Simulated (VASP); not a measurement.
# BN (Pnma) in VASP: further runs

Runs on BN. Level: LDA. Tasks: single point.

All numbers are computed with VASP 6.6.1; they aren't measurements. Logs are shortened: lines on timing, memory, paths and dates and some standing lists are left out, and cuts for length are marked.

### Step 1. The crystal as given

The structure is orthorhombic, space group Pnma (No. 62). Conventional cell: a = 4.880 Å, b = 2.591 Å, c = 4.292 Å, α = 90.00°, β = 90.00°, γ = 90.00°. N (site symmetry m) is surrounded by 4 B at 1.51 to 1.65 Å. B (site symmetry m) has 4 N at 1.51 to 1.65 Å as nearest neighbours.

Measurements of this composition are mostly on another form, of space group No. 194.

### Step 2. Single point, LDA

The input, INCAR:

```
PREC = Normal
ENCUT = 460
EDIFF = 1E-4
ISMEAR = 0
SIGMA = 0.05
LREAL = Auto
LASPH = T
NELM = 100
ALGO = Normal
ISIF = 2
LWAVE = F
LCHARG = F
NBANDS = 26
ADDGRID = F
```

The input, KPOINTS:

```
Automatic mesh
0
Gamma
  2 4 3
```

The input, POSCAR:

```
BN
1.0
    4.8800890000      0.0000000000      0.0000000000
    0.0000000000      2.5914640000      0.0000000000
    0.0000000000      0.0000000000      4.2920490000
N B
4 4
Direct
    0.3211300000      0.7500000000      0.1064860000
    0.6788700000      0.2500000000      0.8935140000
    0.1788700000      0.2500000000      0.6064860000
    0.8211300000      0.7500000000      0.3935140000
    0.3404130000      0.2500000000      0.9070960000
    0.1595870000      0.7500000000      0.4070960000
    0.8404130000      0.2500000000      0.5929040000
    0.6595870000      0.7500000000      0.0929040000
```

Potentials or basis: VASP PAW LDA potentials, release 64 (N, B).

Launch:

```sh
$ cat potpaw_LDA.64/N/POTCAR potpaw_LDA.64/B/POTCAR > POTCAR
$ mpirun -np 1 vasp_std > vasp.out
```

OUTCAR:

```text
PREC = Normal
   ENCUT = 460
   EDIFF = 1E-4
   ISMEAR = 0
   LREAL = Auto
   LASPH = T
   NELM = 100
   ISIF = 2

 Found     12 irreducible k-points:

 Following reciprocal coordinates:
            Coordinates               Weight
  0.000000  0.000000  0.000000      1.000000
  0.500000  0.000000  0.000000      1.000000
  0.000000  0.250000  0.000000      2.000000
  0.500000  0.250000  0.000000      2.000000
  0.000000  0.500000  0.000000      1.000000
  0.500000  0.500000  0.000000      1.000000
   k-points           NKPTS =     12   k-points in BZ     NKDIM =     12   number of bands    NBANDS=     26
   number of dos      NEDOS =    301   number of ions     NIONS =      8
   total plane-waves  NPLWV =   9408
   dimension x,y,z NGX =    28 NGY =   14 NGZ =   24
   dimension x,y,z NGXF=    56 NGYF=   28 NGZF=   48
   ions per type =               4   4
   NGX,Y,Z   is equivalent  to a cutoff of   9.54,  8.98,  9.30 a.u.
   NGXF,Y,Z  is equivalent  to a cutoff of  19.08, 17.96, 18.59 a.u.
 SYSTEM =  unknown system
   PREC   = normal    normal or accurate (medium, high low for compatibility)
   ISTART =      0    job   : 0-new  1-cont  2-samecut
   ICHARG =      2    charge: 1-file 2-atom 10-const
   ISPIN  =      1    spin polarized calculation?
   LNONCOLLINEAR =      F non collinear calculations
   LSORBIT =      F    spin-orbit coupling
   LASPH  =      T    aspherical Exc in radial PAW
   ENCUT  =  460.0 eV  33.81 Ry    5.81 a.u.   8.53  4.53  7.51*2*pi/ulx,y,z
   NELM   =    100;   NELMIN=  2; NELMDL= -5     # of ELM steps
   EDIFF  = 0.1E-03   stopping-criterion for ELM
   LREAL  =      T    real-space projection
   EDIFFG = 0.1E-02   stopping-criterion for IOM
   NSW    =      0    number of steps for IOM
   IBRION =     -1    ionic relax: 0-MD 1-quasi-New 2-CG
   NFREE  =      0    steps in history (QN), initial steepest desc. (CG)
   ISIF   =      2    stress and relaxation
   ISYM   =      2    0-nonsym 1-usesym 2-fastsym
   POTIM  = 0.5000    time-step for ionic-motion
   TEBEG  =    0.0;   TEEND  =   0.0 temperature during run
   PSTRESS=    0.0 pullay stress
   NELECT =      32.0000    total number of electrons
   NUPDOWN=      -1.0000    fix difference up-down
   EMIN   =  10.00;   EMAX   =-10.00  energy-range for DOS
   EFERMI =   0.00;   METHOD = LEGACY
   ISMEAR =     0;   SIGMA  =   0.05  broadening in eV -4-tet -1-fermi 0-gaus
   EFERMI_NEDOS =   21; number of points for ismear=-14 and -15
   IALGO  =     38    algorithm
   IMIX   =      4    mixing-type and parameters
     AMIX     =   0.40;   BMIX     =  1.00
     AMIX_MAG =   1.60;   BMIX_MAG =  1.00
  volume/ion in A,a.u.               =       6.78        45.79
  Fermi-wavevector in a.u.,A,eV,Ry     =   1.372711  2.594047 25.637923  1.884334
  Thomas-Fermi vector in A             =   2.498293
   LORBIT       =      0    0 simple, 1 ext, 2 COOP (PROOUT), +10 PAW based schemes
   GGA     = CA    functional components
   LHFCALC =     F    Hartree Fock is set to
   AEXX    =    0.0000 exact exchange contribution
   IVDW    =     0    specifies the selected vdW correction
   LEPSILON=     F    determine dielectric tensor
   LRPA    =     F    only Hartree local field effects (RPA)
 non-spin polarized calculation
 Gauss-broadening in eV      SIGMA  =   0.05
  energy-cutoff  :      460.00
  volume of cell :       54.28
 maximum number of plane-waves:      1239
   NGX = 17   NGY =  9   NGZ = 15

 number of electron      32.0000006 magnetization

 Free energy of the ion-electron system (eV)
  ---------------------------------------------------
  ext. energy  EPLUGINS =         0.00000000
  ---------------------------------------------------
  free energy    TOTEN  =       -75.67955977 eV

  energy without entropy =      -75.67955977  energy(sigma->0) =      -75.67955977

 E-fermi :   5.7958     XC(G=0): -12.1729

 val. band max:        5.5524504352   @ k =   0.0000   0.0000   0.0000
 cond. band min:      11.1922781094   @ k =   0.5000   0.0000   0.3333
 fundamental gap:      5.6398276743
 Fermi energy:         5.7958393635

 k-point     1 :       0.0000    0.0000    0.0000
  band No.  band energies     occupation
      1     -13.8885      2.00000
      2     -11.3019      2.00000
      3     -10.2559      2.00000
      4      -8.4935      2.00000
      5      -3.1938      2.00000
      6      -2.5697      2.00000
[... 18 lines left out ...]
     25      17.0956      0.00000
     26      17.7217      0.00000

 k-point     2 :       0.5000    0.0000    0.0000
  band No.  band energies     occupation
      1     -13.0045      2.00000
      2     -13.0045      2.00000
      3      -8.9173      2.00000
      4      -8.9173      2.00000
      5      -3.7033      2.00000
      6      -3.7033      2.00000
[... 18 lines left out ...]
     25      16.9786      0.00000
     26      16.9786      0.00000

 k-point     3 :       0.0000    0.2500    0.0000
  band No.  band energies     occupation
      1     -12.9383      2.00000
      2     -10.5020      2.00000
      3      -9.6001      2.00000
      4      -8.3802      2.00000
      5      -2.9435      2.00000
      6      -2.6465      2.00000
[... 18 lines left out ...]
     25      17.4387      0.00000
     26      17.5562      0.00000

 k-point     4 :       0.5000    0.2500    0.0000
  band No.  band energies     occupation
      1     -12.0943      2.00000
      2     -12.0943      2.00000
      3      -8.5904      2.00000
      4      -8.5904      2.00000
      5      -2.9627      2.00000
      6      -2.9627      2.00000
[... 18 lines left out ...]
     25      18.4208      0.00000
     26      18.4270      0.00000

 k-point     5 :       0.0000    0.5000    0.0000
  band No.  band energies     occupation
      1     -10.3798      2.00000
      2     -10.3798      2.00000
      3      -9.0026      2.00000
      4      -9.0026      2.00000
      5      -3.2574      2.00000
      6      -3.2574      2.00000
[... 18 lines left out ...]
     25      18.7796      0.00000
     26      18.7803      0.00000

 k-point     6 :       0.5000    0.5000    0.0000
  band No.  band energies     occupation
      1      -9.7727      2.00000
      2      -9.7727      2.00000
      3      -9.7727      2.00000
      4      -9.7727      2.00000
      5      -2.6318      2.00000
      6      -2.6318      2.00000
[... 18 lines left out ...]
     25      18.8871      0.00000
     26      18.8871      0.00000

 [... further k-points ...]

------------------------ aborting loop because EDIFF is reached ----------------------------------------

  FORCE on cell =-STRESS in cart. coord.  units (eV):
  Direction    XX          YY          ZZ          XY          YZ          ZX
  --------------------------------------------------------------------------------------
  -------------------------------------------------------------------------------------
  Total       -4.0689866     -3.9572355     -4.1869190      0.0000000      0.0000000      0.0000000
  in kB     -120.1044915   -116.8059290   -123.5855076      0.0000000      0.0000000      0.0000000
  external PRESSURE =    -120.1653094 kB  Pullay stress =       0.0000000 kB

 VOLUME and BASIS-vectors are now :
 -----------------------------------------------------------------------------
  energy-cutoff  :      460.00
  volume of cell :       54.28
      direct lattice vectors                 reciprocal lattice vectors
     4.880089000  0.000000000  0.000000000     0.204914296  0.000000000  0.000000000
     0.000000000  2.591464000  0.000000000     0.000000000  0.385882266  0.000000000
     0.000000000  0.000000000  4.292049000     0.000000000  0.000000000  0.232988952

 POSITION                                       TOTAL-FORCE (eV/Angst)
 -----------------------------------------------------------------------------------
      1.56714      1.94360      0.45704         0.128830      0.000000     -0.026532
      3.31295      0.64787      3.83501        -0.128830      0.000000      0.026532
      0.87290      0.64787      2.60307        -0.128830     -0.000000     -0.026532
      4.00719      1.94360      1.68898         0.128830     -0.000000      0.026532
      1.66125      0.64787      3.89330        -0.032730      0.000000      0.040606
      0.77880      1.94360      1.74728         0.032730      0.000000      0.040606
      4.10129      0.64787      2.54477        -0.032730      0.000000     -0.040606
      3.21884      1.94360      0.39875         0.032730      0.000000     -0.040606
 -----------------------------------------------------------------------------------
    total drift:                                0.000000      0.000000     -0.000000

  FREE ENERGIE OF THE ION-ELECTRON SYSTEM (eV)
  ---------------------------------------------------
  free  energy   TOTEN  =       -75.6795597680 eV

  energy  without entropy=      -75.6795597680  energy(sigma->0) =      -75.67955977
```

Wall time 14 s (1 thread of AMD EPYC 7R43 (Zen 3), shared host); peak memory 0.07 GiB.

These settings aren't checked as converged: the numbers below hold their error.

Results:

```
Free energy            : -75.6796 eV
Pressure               : -12.0 GPa
Largest force          : 0.132 eV/Å
Band gap on the k mesh : 5.64 eV, indirect (least direct gap 6.46 eV)
```

Caveat: the k mesh is coarse (spacing up to 0.64 Å⁻¹), so the values aren't converged; the cutoff is under 1.25 times the usual one of these potentials, so pressure, stress and relaxed cells hold a basis-set (Pulay) error; an odd mesh through Γ misses points on the zone boundary, where band edges often lie.

### Step 3. Single point, LDA

The input, INCAR:

```
PREC = Accurate
ENCUT = 520
EDIFF = 1E-7
ISMEAR = 0
SIGMA = 0.05
LREAL = F
LASPH = T
NELM = 100
ALGO = Normal
ISIF = 2
LWAVE = F
LCHARG = F
NBANDS = 26
ADDGRID = F
```

KPOINTS is that of step 2.

POSCAR is that of step 2.

Potentials or basis: VASP PAW LDA potentials, release 64 (N, B).

Launch:

```sh
$ cat potpaw_LDA.64/N/POTCAR potpaw_LDA.64/B/POTCAR > POTCAR
$ mpirun -np 1 vasp_std > vasp.out
```

Run time: 20 s. Hardware: 1 thread of AMD EPYC 7R43 (Zen 3), shared host; peak memory 0.1 GiB.

The run converged, but some of its settings lie outside the range that counts as converged, so its numbers aren't taken as properties of the crystal.

Results:

| Quantity | Value |
| --- | --- |
| Free energy | -75.6691 eV |
| Pressure | -11.0 GPa |
| Largest force | 0.119 eV/Å |
| Band gap on the k mesh | 5.64 eV, indirect (least direct gap 6.46 eV) |

Caveat: the k mesh is coarse (spacing up to 0.64 Å⁻¹), so the values aren't converged; an odd mesh through Γ misses points on the zone boundary, where band edges often lie.

### Step 4. For comparison

An earlier run on the cell as given: functional PBE; potentials or basis VASP PAW PBE potentials, release 64 (N, B); cutoff 520 eV; k mesh 6 × 10 × 6; occupations fermi-dirac, width 0.05 eV; no spin polarisation.

* Pressure: 0.0 GPa
* Largest force: 0.068 eV/Å
* Band gap on the k mesh: 5.67 eV, indirect (least direct gap 6.26 eV)
